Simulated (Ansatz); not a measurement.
# Pb (Fm-3m) in Ansatz: settings compared

The runs below take Pb through band structure, single point, equation of state, with exchange-only PBE, PBE.

All numbers are computed with Ansatz 0.2.0; they aren't measurements. Logs are shortened: lines on timing, memory, paths and dates and some standing lists are left out, and cuts for length are marked.

**1. Starting point**

It takes space group Fm-3m (No. 225, cubic). Conventional cell: a = 4.950 Å, b = 4.950 Å, c = 4.950 Å, α = 90.00°, β = 90.00°, γ = 90.00°. Around Pb (site symmetry m-3m) lie 12 Pb at 3.50 Å.

**2. Band structure, exchange-only PBE**

input.yaml

```yaml
crystal:
  lattice:
    - [0.0, 2.47502, 2.47502]
    - [2.47502, 0.0, 2.47502]
    - [2.47502, 2.47502, 0.0]
  atoms:
    - { symbol: Pb, position: [0.0, 0.0, 0.0] }
hamiltonian:
  xc: { exchange: pbe, correlation: none }
  pseudopotentials: { kind: paw }
kpoints:
  mp_grid: { grid: [9, 9, 9] }
  band_path:
    path:
      - [[0.0, 0.0, 0.0], [0.5, 0.0, 0.5], [0.5, 0.25, 0.75], [0.375, 0.375, 0.75], [0.0, 0.0, 0.0], [0.5, 0.5, 0.5], [0.625, 0.25, 0.625], [0.5, 0.25, 0.75], [0.5, 0.5, 0.5], [0.375, 0.375, 0.75]]
      - [[0.625, 0.25, 0.625], [0.5, 0.0, 0.5]]
    npoints: 14
scf:
  occupations: { method: fermi_dirac, width: 0.05 }
  n_extra_bands: 6
output:
  forces: true
  stress: true
  eigenvalues: true
  fatbands: true
  write_density: true
  write_potential: true
  elf: true
  volumetric_format: npy
```

Potentials or basis: Ansatz PAW.

The run is started by

```sh
ansatz run input.yaml --threads 2 --pin off --max-ram 5120MiB --backend cpu --events-out ev --progress --plain --runs-dir out
```

The log of the run:

```text
Warning: RAYON_NUM_THREADS=2 ignored (pool sized by the plan → 2); use --threads N
scf.n_extra_bands = 6 over 7 filled bands (N_el = 14.0): the run solves 13 bands
Engine: ansatz 0.2.0, x86_64-unknown-linux-gnu
Pseudopotentials: kind: paw
Pseudopotential: Pb, paw, valence charge 14, recommended cutoff 420 eV (normal), Pb.paw.azcp
Functional definition: unnamed
  exchange = pbe_x
  correlation = 0
Crystal: 1 atoms, lattice volume = 30.323 Å³
Basis set: ecut = 420 eV, 609 PW (Γ), exchange–correlation on 48×48×48 points (8 copies of the dense FFT grid, shifted against one another)
Bands: 13, of which v1, the nominal top of the filled ones, is band 7 counted from 1 (6 counted from 0)
Symmetry: 48 space group operations
Space group: Fm-3m (ITA 225), of the structure as read, at distance tolerance 3.1e-5 Å
k-points: 35 of 729
Non-local potential: Pb, projectors of the file, l = 0: 2, l = 1: 2, l = 2: 2, l = 3: 2
PAW form: soft (Blöchl's): semilocal exchange-correlation on the pseudo side does not see the compensation charge
PAW frozen core: Pb, regenerated for the run's functional, and the local potential with it (the file was generated under x = pbe(κ = 0.804, μ = 0.2195149727645171), c = pbe(β = 0.06672455060314922))
PAW one-centre angular grid: Pb, 590 points (default); XC on 64 Gauss nodes
Initial density: superposition of atomic densities (neutral atoms: chi_scale 0, normalization atom), corrected by the library's trained network
Initial wavefunctions: pseudopotential atomic-orbital guess
Functional: x = pbe(κ = 0.804, μ = 0.2195149727645171), c = none
SCF iter   1: F=—  HF=-11768.768327 eV  |F-HF|=—  |Δ(HF+E_count)|=         —  Δρ=8.67e-3  dr2=1.34e-2  ethr=1.77e-3  ⟨swp⟩=6.1  Hψ=2947  notcnv=0  defer=1
preconditioner: auto → none  [insulator: Δε(μ)=0.235 eV  Ē_g=22.547 eV  σ=0.050 eV  W_gap=0.55  n_scr=8 (ndim 8)  ℏωp=25.2 eV  f_vac=0.000  D(μ)=0.42/eV (n_scr^D=0)  ε∞_Penn≈2.3]
SCF iter   2: F=—  HF=-11768.763706 eV  |F-HF|=—  |Δ(HF+E_count)|=   4.62e-3  Δρ=2.48e-3  dr2=1.11e-3  ethr=9.60e-5  ⟨swp⟩=3.0  Hψ=1130  notcnv=0  defer=58
SCF iter   3: F=—  HF=-11768.763897 eV  |F-HF|=—  |Δ(HF+E_count)|=   1.92e-4  Δρ=5.23e-4  dr2=7.14e-5  ethr=7.91e-6  ⟨swp⟩=2.5  Hψ=641  notcnv=0  defer=58
SCF iter   4: F=—  HF=-11768.763949 eV  |F-HF|=—  |Δ(HF+E_count)|=   5.20e-5  Δρ=5.90e-5  dr2=9.69e-7  ethr=5.10e-7  ⟨swp⟩=2.4  Hψ=527  notcnv=0  defer=58
SCF iter   5: F=—  HF=-11768.763950 eV  |F-HF|=—  |Δ(HF+E_count)|=   3.45e-7  Δρ=2.72e-5  dr2=2.49e-7  ethr=6.92e-9  ⟨swp⟩=2.0  Hψ=638  notcnv=0  defer=58
SCF iter   6: F=-11768.763950 eV  HF=-11768.763950 eV  |F-HF|=1.34e-8  |Δ(HF+E_count)|=   1.01e-7  Δρ=6.71e-6  dr2=1.55e-8  ethr=7.14e-10  ⟨swp⟩=12.2  Hψ=3033  notcnv=0
SCF 1 converged in 6 iterations: F = -11768.763950 eV  dr2 = 1.55e-8
NSCF: frozen V_eff on 142 k-points
SCF converged after 6 iterations
Free energy (F): -11768.763950 eV
Harris-Foulkes:  -11768.763950 eV  (|F-HF|=1.34e-8)
Internal energy: -11768.760634 eV  (E = F + TS)
E sigma→0 (E₀):  -11768.762292 eV
Entropy (-TS):   -0.003315 eV (-3.315 meV/atom)
Fermi energy:    12.383198 eV
--- Per-component energies (eV) ---
  E_band       = -14.179399
  E_kinetic    = 290.003151
  E_local      = -1010.297341  (includes V_loc(G=0)·N_el)
  E_nonlocal   = 344.140425
  E_hartree    = 401.951819
  E_xc         = -203.582076
  E_vxc        = -120.053295  (∫ρ·V_xc dr)
  E_paw        = -10284.068392  (= ΣΔE_a)
  E_vpaw       = -321.871011  (= ΣTr[D̂ρ^β])
  E_aug_tail   = 0.000052  (compensation charges beyond the density's cutoff)
  E_ewald      = -1307.059754
  E_core_change = 0.151482  (= ΣΔE_core)
  E_smearing   = -0.003315  (= −TS)
  E_closure    = -0.000000  (closes the sum)
  Σ components = -11768.763950   (vs F -11768.763950, Δ=0.00e0)
--- Forces (eV/Å), atoms counted from 1 ---
  atom   1  Pb    -0.00000000     0.00000000     0.00000000
  max |Σ_I F_I| component: 2.30e-31 eV/Å
--- Stress (GPa, compression-positive) ---
       11.529937      -0.000000       0.000000
        0.000000      11.529937      -0.000000
        0.000000       0.000000      11.529937
  P = ⅓ Tr σ = 11.5299 GPa (115.299 kbar)
--- Band table (eV; the first three rows and the last of 35) ---
  k-point 0: bands = ["-4.4648", "-4.4648", "-4.4648", "-4.3226", "-4.3226", "0.7276", "19.7651", "19.7651", "19.7651", "22.5013", "24.2366", "25.1076", "25.1076"]
  k-point 1: bands = ["-4.4652", "-4.4480", "-4.4480", "-4.3226", "-4.3226", "0.9639", "17.5069", "19.4929", "19.4929", "22.1034", "25.1212", "25.5862", "25.5862"]
  k-point 2: bands = ["-4.4702", "-4.4282", "-4.4282", "-4.2993", "-4.2993", "1.6700", "14.0891", "18.9041", "18.9041", "21.7767", "24.5781", "25.2306", "25.2306"]
  k-point 34: bands = ["-4.4560", "-4.4418", "-4.3596", "-4.2682", "-4.1611", "5.5731", "10.7271", "11.6640", "13.3664", "22.9327", "24.0086", "24.9833", "26.9223"]
```

It took 0.64 s on 2 threads of AMD EPYC 9B45 (Zen 5), shared host; peak memory 0.33 GiB.

Results:

- Free energy: -11768.7639 eV
- Pressure: 11.5 GPa
- Band gap on the k mesh: none (metal or under the smearing width)

Levels at the corners of the path, in eV from the Fermi level:
```csv
point,band 5,band 6,band 7,band 8,band 9,band 10
Γ,-16.71,-11.66,7.38,7.38,7.38,10.12
X,-16.53,-6.71,-3.11,2.12,2.12,5.82
W,-16.53,-6.62,-1.22,-1.22,0.49,11.11
K,-16.58,-6.80,-2.12,-1.03,3.04,6.87
Γ,-16.71,-11.66,7.38,7.38,7.38,10.12
L,-16.57,-8.09,-4.01,5.57,5.57,9.65
U,-16.58,-6.80,-2.12,-1.03,3.04,6.87
W,-16.53,-6.62,-1.22,-1.22,0.49,11.11
L,-16.57,-8.09,-4.01,5.57,5.57,9.65
K,-16.58,-6.80,-2.12,-1.03,3.04,6.87
U,-16.58,-6.80,-2.12,-1.03,3.04,6.87
X,-16.53,-6.71,-3.11,2.12,2.12,5.82
```

Caveat: spin-orbit coupling is left out, which moves the levels of the heavy elements; the PAW data sets come from PBE, with cores solved anew for the run's functional, which leaves a small shift of forces and pressure.

**3. Band structure, PBE**

input.yaml: that of step 2 with these lines changed.

```diff
@@ -8,4 +8,4 @@
 hamiltonian:
-  xc: { exchange: pbe, correlation: none }
-  pseudopotentials: { kind: paw }
+  xc: pbe
+  pseudopotentials: { kind: paw, partial_waves: polarizable }
 kpoints:
@@ -24,3 +24,3 @@
   eigenvalues: true
-  fatbands: true
+  fatbands: false
   write_density: true
```

Potentials or basis: Ansatz PAW polarizable.

The run is started by

```sh
ansatz run input.yaml --threads 2 --pin off --max-ram 5120MiB --backend cpu --events-out ev --progress --plain --runs-dir out
```

The log of the run:

```text
Warning: RAYON_NUM_THREADS=2 ignored (pool sized by the plan → 2); use --threads N
scf.n_extra_bands = 6 over 7 filled bands (N_el = 14.0): the run solves 13 bands
Engine: ansatz 0.2.0, x86_64-unknown-linux-gnu
Pseudopotentials: kind: paw
Pseudopotential: Pb, paw, valence charge 14, recommended cutoff 420 eV (normal), Pb.paw.azcp
Functional definition: PBE
  parameter kappa = 0.804
  parameter beta = 0.06672455060314922
  exchange = pbe_x(kappa = kappa, mu = beta*pi^2/3)
  correlation = pbe_c(beta = beta)
Crystal: 1 atoms, lattice volume = 30.323 Å³
Basis set: ecut = 420 eV, 609 PW (Γ), exchange–correlation on 48×48×48 points (8 copies of the dense FFT grid, shifted against one another)
Bands: 13, of which v1, the nominal top of the filled ones, is band 7 counted from 1 (6 counted from 0)
Symmetry: 48 space group operations
Space group: Fm-3m (ITA 225), of the structure as read, at distance tolerance 3.1e-5 Å
k-points: 35 of 729
Non-local potential: Pb, projectors of the file, l = 0: 2, l = 1: 2, l = 2: 2, l = 3: 2
PAW form: soft (Blöchl's): semilocal exchange-correlation on the pseudo side does not see the compensation charge
PAW one-centre angular grid: Pb, 590 points (default); XC on 64 Gauss nodes
Initial density: superposition of atomic densities (neutral atoms: chi_scale 0, normalization atom), corrected by the library's trained network
Initial wavefunctions: pseudopotential atomic-orbital guess
Functional: x = pbe(κ = 0.804, μ = 0.2195149727645171), c = pbe(β = 0.06672455060314922)
Partial waves of Pb: polarizable
SCF iter   1: F=—  HF=-11906.421461 eV  |F-HF|=—  |Δ(HF+E_count)|=         —  Δρ=4.77e-4  dr2=3.31e-5  ethr=1.77e-3  ⟨swp⟩=6.2  Hψ=2966  notcnv=0  defer=4
preconditioner: auto → none  [insulator: Δε(μ)=0.230 eV  Ē_g=22.634 eV  σ=0.050 eV  W_gap=0.52  n_scr=8 (ndim 8)  ℏωp=25.2 eV  f_vac=0.000  D(μ)=0.39/eV (n_scr^D=0)  ε∞_Penn≈2.2]
SCF iter   2: F=—  HF=-11906.421138 eV  |F-HF|=—  |Δ(HF+E_count)|=   3.23e-4  Δρ=3.72e-4  dr2=2.67e-5  ethr=2.37e-7  ⟨swp⟩=2.9  Hψ=1156  notcnv=0  defer=17
SCF iter   3: F=—  HF=-11906.421139 eV  |F-HF|=—  |Δ(HF+E_count)|=   1.35e-6  Δρ=1.16e-4  dr2=1.61e-6  ethr=1.91e-7  ⟨swp⟩=2.3  Hψ=651  notcnv=0  defer=17
SCF iter   4: F=—  HF=-11906.421143 eV  |F-HF|=—  |Δ(HF+E_count)|=   3.66e-6  Δρ=3.16e-5  dr2=2.28e-7  ethr=1.15e-8  ⟨swp⟩=3.0  Hψ=639  notcnv=0  defer=17
iter 5 did not close the SCF: its close was put off for the readings that it lacked (scf_convergence_deferred on its scf_iter line)
SCF iter   5: F=-11906.421143 eV  HF=-11906.421143 eV  |F-HF|=1.40e-8  |Δ(HF+E_count)|=   1.63e-7  Δρ=5.66e-6  dr2=1.29e-8  ethr=1.63e-9  ⟨swp⟩=2.1  Hψ=605  notcnv=0  defer=17
SCF iter   6: F=-11906.421143 eV  HF=-11906.421143 eV  |F-HF|=1.59e-9  |Δ(HF+E_count)|=   4.65e-9  Δρ=1.72e-6  dr2=1.28e-9  ethr=9.19e-11  ⟨swp⟩=9.0  Hψ=2813  notcnv=0
SCF 1 converged in 6 iterations: F = -11906.421143 eV  dr2 = 1.28e-9
NSCF: frozen V_eff on 142 k-points
SCF converged after 6 iterations
Free energy (F): -11906.421143 eV
Harris-Foulkes:  -11906.421143 eV  (|F-HF|=1.59e-9)
Internal energy: -11906.418037 eV  (E = F + TS)
E sigma→0 (E₀):  -11906.419590 eV
Entropy (-TS):   -0.003107 eV (-3.107 meV/atom)
Fermi energy:    10.822600 eV
--- Per-component energies (eV) ---
  E_band       = -36.789877
  E_kinetic    = 289.074904
  E_local      = -1015.050353  (includes V_loc(G=0)·N_el)
  E_nonlocal   = 349.559015
  E_hartree    = 403.496211
  E_xc         = -220.890248
  E_vxc        = -132.646419  (∫ρ·V_xc dr)
  E_paw        = -10405.547862  (= ΣΔE_a)
  E_vpaw       = -334.718103  (= ΣTr[D̂ρ^β])
  E_aug_tail   = 0.000051  (compensation charges beyond the density's cutoff)
  E_ewald      = -1307.059754
  E_smearing   = -0.003107  (= −TS)
  E_closure    = -0.000000  (closes the sum)
  Σ components = -11906.421143   (vs F -11906.421143, Δ=0.00e0)
--- Forces (eV/Å), atoms counted from 1 ---
  atom   1  Pb    -0.00000000     0.00000000     0.00000000
  max |Σ_I F_I| component: 8.22e-32 eV/Å
--- Stress (GPa, compression-positive) ---
        2.264258       0.000000       0.000000
       -0.000000       2.264258       0.000000
        0.000000       0.000000       2.264258
  P = ⅓ Tr σ = 2.2643 GPa (22.643 kbar)
--- Band table (eV; the first three rows and the last of 35) ---
  k-point 0: bands = ["-6.1171", "-6.1171", "-6.1171", "-5.9769", "-5.9769", "-0.7827", "18.3850", "18.3850", "18.3850", "20.7165", "22.3110", "23.4445", "23.4445"]
  k-point 1: bands = ["-6.1177", "-6.1007", "-6.1007", "-5.9770", "-5.9770", "-0.5447", "16.0161", "18.1023", "18.1023", "20.3284", "23.2781", "23.9484", "23.9484"]
  k-point 2: bands = ["-6.1229", "-6.0812", "-6.0812", "-5.9543", "-5.9543", "0.1675", "12.5492", "17.5022", "17.5022", "19.9882", "22.8118", "23.5693", "23.5693"]
  k-point 34: bands = ["-6.1092", "-6.0955", "-6.0145", "-5.9239", "-5.8192", "4.1670", "9.1486", "10.0949", "11.7469", "21.2543", "22.3278", "23.2947", "25.2689"]
```

bands.tsv:

```text
# k_distance	band_0	band_1	band_2	band_3	band_4	band_5	band_6	band_7	band_8	band_9	band_10	band_11	band_12
# fermi_ev = 10.822600
# lock_threshold_ev = 1e-6
# [0, 0, 0] at k_distance = 0.000000
# [0.5, 0, 0.5] at k_distance = 1.269320
[... 153 lines left out ...]
8.019796	-17.092793	-17.006894	-16.681614	-16.640505	-16.634479	-6.550671	-3.048156	1.579131	2.269525	5.852783	7.255613	18.051303	19.940652
8.051851	-17.097175	-17.010003	-16.679168	-16.636355	-16.632933	-6.554267	-3.084225	1.820735	2.235455	5.742262	7.041666	18.156416	20.145081
8.083906	-17.100407	-17.012163	-16.677394	-16.633352	-16.631824	-6.557116	-3.110030	2.016303	2.211073	5.633793	6.895709	18.235139	20.304061
8.115961	-17.102388	-17.013439	-16.676318	-16.631542	-16.631159	-6.558937	-3.125529	2.145865	2.196426	5.551813	6.812936	18.283977	20.405695
8.148016	-17.103057	-17.013862	-16.675961	-16.630937	-16.630937	-6.559563	-3.130698	2.191541	2.191541	5.520999	6.786363	18.300540	20.440748
```

rho_z.tsv:

```text
# z_ang	rho[e/angstrom^3]
# format = ansatz-planar-average/11
# lattice	0.000000000	2.475020000	2.475020000
# lattice	2.475020000	0.000000000	2.475020000
# lattice	2.475020000	2.475020000	0.000000000
# sites	1
# site	82	0.000000000	0.000000000	0.000000000
0.000000	1.083756e0
0.145842	1.041581e0
0.291684	9.277185e-1
0.437526	7.721819e-1
0.583368	6.069574e-1
0.729210	4.562483e-1
[... 16 lines left out ...]
3.208523	9.277185e-1
3.354365	1.041581e0
```

Wall time 0.54 s (2 threads of AMD EPYC 9B45 (Zen 5), shared host); peak memory 0.38 GiB.

What came out:

```yaml
Free_energy: -11906.4211 eV
Pressure: 2.3 GPa
Band_gap_on_the_k_mesh: none (metal or under the smearing width)
```

Levels at the corners of the path, in eV from the Fermi level:
| point | band 4 | band 5 | band 6 | band 7 | band 8 | band 9 | band 10 | band 11 |
| --- | --- | --- | --- | --- | --- | --- | --- | --- |
| Γ | -16.80 | -16.80 | -11.61 | 7.56 | 7.56 | 7.56 | 9.89 | 11.49 |
| X | -16.63 | -16.63 | -6.56 | -3.13 | 2.19 | 2.19 | 5.52 | 6.79 |
| W | -16.75 | -16.63 | -6.45 | -1.23 | -1.23 | 0.41 | 11.00 | 12.30 |
| K | -16.73 | -16.67 | -6.64 | -2.14 | -1.08 | 3.12 | 6.61 | 11.49 |
| Γ | -16.80 | -16.80 | -11.61 | 7.56 | 7.56 | 7.56 | 9.89 | 11.49 |
| L | -16.67 | -16.67 | -7.97 | -4.06 | 5.72 | 5.72 | 9.37 | 9.61 |
| U | -16.73 | -16.67 | -6.64 | -2.14 | -1.08 | 3.12 | 6.61 | 11.49 |
| W | -16.75 | -16.63 | -6.45 | -1.23 | -1.23 | 0.41 | 11.00 | 12.30 |
| L | -16.67 | -16.67 | -7.97 | -4.06 | 5.72 | 5.72 | 9.37 | 9.61 |
| K | -16.73 | -16.67 | -6.64 | -2.14 | -1.08 | 3.12 | 6.61 | 11.49 |
| U | -16.73 | -16.67 | -6.64 | -2.14 | -1.08 | 3.12 | 6.61 | 11.49 |
| X | -16.63 | -16.63 | -6.56 | -3.13 | 2.19 | 2.19 | 5.52 | 6.79 |

Caveat: spin-orbit coupling is left out, which moves the levels of the heavy elements.

**4. Single point, PBE, 28.50 Å³/atom (volume scaled by 0.94)**

input.yaml

```yaml
crystal:
  lattice:
    - [0.0, 2.4244952108, 2.4244952108]
    - [2.4244952108, 0.0, 2.4244952108]
    - [2.4244952108, 2.4244952108, 0.0]
  atoms:
    - { symbol: Pb, position: [0.0, 0.0, 0.0] }
hamiltonian:
  xc: pbe
  pseudopotentials: { kind: paw, accuracy: stringent }
kpoints:
  mp_grid: { grid: [9, 9, 9] }
scf:
  occupations: { method: fermi_dirac, width: 0.05 }
output:
  forces: true
  stress: true
  eigenvalues: true
  write_density: true
  write_potential: true
  elf: true
  volumetric_format: npy
```

Potentials or basis: SSSP precision PAW.

The run is started by

```sh
ansatz run input.yaml --threads 2 --pin off --max-ram 5120MiB --backend cpu --events-out ev --progress --plain --runs-dir out
```

It took 0.45 s on 2 threads of AMD EPYC 9B45 (Zen 5), shared host; peak memory 0.42 GiB.

The run converged. Its results:

```yaml
Free_energy: -11844.3047 eV
Pressure: 6.1 GPa
Band_gap_on_the_k_mesh: none (metal or under the smearing width)
```

**5. Single point, PBE, 29.11 Å³/atom (volume scaled by 0.96)**

input.yaml

```yaml
crystal:
  lattice:
    - [0.0, 2.4415696833, 2.4415696833]
    - [2.4415696833, 0.0, 2.4415696833]
    - [2.4415696833, 2.4415696833, 0.0]
  atoms:
    - { symbol: Pb, position: [0.0, 0.0, 0.0] }
hamiltonian:
  xc: pbe
  pseudopotentials: { kind: paw, accuracy: stringent }
kpoints:
  mp_grid: { grid: [9, 9, 9] }
scf:
  occupations: { method: fermi_dirac, width: 0.05 }
output:
  forces: true
  stress: true
  eigenvalues: true
```

The run is started by

```sh
ansatz run input.yaml --threads 2 --pin off --max-ram 5120MiB --backend cpu --events-out ev --progress --plain --runs-dir out
```

It took 0.36 s on 2 threads of AMD EPYC 9B45 (Zen 5), shared host; peak memory 0.4 GiB.

It converged, with:

```yaml
Free_energy: -11844.3250 eV
Pressure: 4.7 GPa
Band_gap_on_the_k_mesh: none (metal or under the smearing width)
```

**6. Single point, PBE, 29.72 Å³/atom (volume scaled by 0.98)**

input.yaml: that of step 5 with these lines changed.

```diff
@@ -2,5 +2,5 @@
   lattice:
-    - [0.0, 2.4415696833, 2.4415696833]
-    - [2.4415696833, 0.0, 2.4415696833]
-    - [2.4415696833, 2.4415696833, 0.0]
+    - [0.0, 2.458408627, 2.458408627]
+    - [2.458408627, 0.0, 2.458408627]
+    - [2.458408627, 2.458408627, 0.0]
   atoms:
```

Potentials or basis: SSSP precision PAW.

The run is started by

```sh
ansatz run input.yaml --threads 2 --pin off --max-ram 5120MiB --backend cpu --events-out ev --progress --plain --runs-dir out
```

Wall time 0.38 s (2 threads of AMD EPYC 9B45 (Zen 5), shared host); peak memory 0.42 GiB.

It converged, with:

```
Free energy            : -11844.3402 eV
Pressure               : 3.4 GPa
Band gap on the k mesh : none (metal or under the smearing width)
```

**7. Single point, PBE, 30.32 Å³/atom**

input.yaml: that of step 6 with these lines changed.

```diff
@@ -2,5 +2,5 @@
   lattice:
-    - [0.0, 2.458408627, 2.458408627]
-    - [2.458408627, 0.0, 2.458408627]
-    - [2.458408627, 2.458408627, 0.0]
+    - [0.0, 2.47502, 2.47502]
+    - [2.47502, 0.0, 2.47502]
+    - [2.47502, 2.47502, 0.0]
   atoms:
```

The run is started by

```sh
ansatz run input.yaml --threads 2 --pin off --max-ram 5120MiB --backend cpu --events-out ev --progress --plain --runs-dir out
```

Run time: 0.36 s. Hardware: 2 threads of AMD EPYC 9B45 (Zen 5), shared host; peak memory 0.41 GiB.

It converged, with:

```yaml
Free_energy: -11844.3510 eV
Pressure: 2.3 GPa
Band_gap_on_the_k_mesh: none (metal or under the smearing width)
```

**8. Single point, PBE, 30.93 Å³/atom (volume scaled by 1.02)**

input.yaml: that of step 7 with these lines changed.

```diff
@@ -2,5 +2,5 @@
   lattice:
-    - [0.0, 2.47502, 2.47502]
-    - [2.47502, 0.0, 2.47502]
-    - [2.47502, 2.47502, 0.0]
+    - [0.0, 2.4914113386, 2.4914113386]
+    - [2.4914113386, 0.0, 2.4914113386]
+    - [2.4914113386, 2.4914113386, 0.0]
   atoms:
@@ -18 +18,5 @@
   eigenvalues: true
+  write_density: true
+  write_potential: true
+  elf: true
+  volumetric_format: npy
```

The run is started by

```sh
ansatz run input.yaml --threads 2 --pin off --max-ram 5120MiB --backend cpu --events-out ev --progress --plain --runs-dir out
```

Run time: 0.46 s. Hardware: 2 threads of AMD EPYC 9B45 (Zen 5), shared host; peak memory 0.42 GiB.

It converged, with:

- Free energy: -11844.3579 eV
- Pressure: 1.3 GPa
- Band gap on the k mesh: none (metal or under the smearing width)

**9. Single point, PBE, 31.54 Å³/atom (volume scaled by 1.04)**

input.yaml: that of step 8 with these lines changed.

```diff
@@ -2,5 +2,5 @@
   lattice:
-    - [0.0, 2.4914113386, 2.4914113386]
-    - [2.4914113386, 0.0, 2.4914113386]
-    - [2.4914113386, 2.4914113386, 0.0]
+    - [0.0, 2.5075897876, 2.5075897876]
+    - [2.5075897876, 0.0, 2.5075897876]
+    - [2.5075897876, 2.5075897876, 0.0]
   atoms:
```

Potentials or basis: SSSP precision PAW.

The run is started by

```sh
ansatz run input.yaml --threads 2 --pin off --max-ram 5120MiB --backend cpu --events-out ev --progress --plain --runs-dir out
```

Run time: 0.47 s. Hardware: 2 threads of AMD EPYC 9B45 (Zen 5), shared host; peak memory 0.42 GiB.

The run converged. Its results:

| Quantity | Value |
| --- | --- |
| Free energy | -11844.3613 eV |
| Pressure | 0.5 GPa |
| Band gap on the k mesh | none (metal or under the smearing width) |

(Part 1 of 2 ends here.)
